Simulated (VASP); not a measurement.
SnO2 (Cassiterite):

```
Sn O
1.0
     4.73800    0.00000    0.00000
     0.00000    4.73800    0.00000
     0.00000    0.00000    3.18650
Sn O
2 4
Direct
  0.50000 0.50000 0.50000
  0.00000 0.00000 0.00000
  0.80710 0.19290 0.50000
  0.69290 0.69290 0.00000
  0.19290 0.80710 0.50000
  0.30710 0.30710 0.00000
```

| Property | Result |
| --- | --- |
| Program | VASP 6.6.1 |
| Task | relaxation of cell and atoms |
| Functional | revPBE |
| Dispersion | D4 |
| Potentials or basis | VASP PAW PBE potentials, release 64 (Sn_d, O) |
| Cutoff | 600 eV |
| k mesh | 6 × 6 × 8 |
| Occupations | fermi-dirac, width 0.05 eV |
| Spin | no spin polarisation |

At the start: pressure 7.2 GPa; volume 11.92 Å³/atom.

**Question.** Where does the relaxation end?

**Answer.** Over 5 steps the energy falls by 9.9 meV/atom and the volume is 12.31 Å³/atom (+3.3 %); space group P4_2/mnm (No. 136, to 0.05 Å).

The path:
```
step  energy change (eV)  largest force (eV/Å)  pressure (GPa)  volume (Å³)
   1              0.0000                0.3340            7.19        71.53
   2              0.0338                0.2849           -7.73        77.21
   3             -0.0591                0.0206           -0.10        73.95
   4             -0.0591                0.0263            0.03        73.90
   5             -0.0592                0.0048            0.09        73.87
```

Final structure:
```xyz
6
Lattice="4.7804 0.0000 0.0000 0.0000 4.7804 0.0000 0.0000 0.0000 3.2327" Properties=species:S:1:pos:R:3 pbc="T T T"
Sn    2.3902    2.3902    1.6163
Sn    4.7804    4.7804    0.0000
O     3.8526    0.9278    1.6163
O     3.3180    3.3180    0.0000
O     0.9278    3.8526    1.6163
O     1.4624    1.4624    3.2327
```

Caveat: the PAW data sets were made with another functional, which shifts forces and pressure a little.
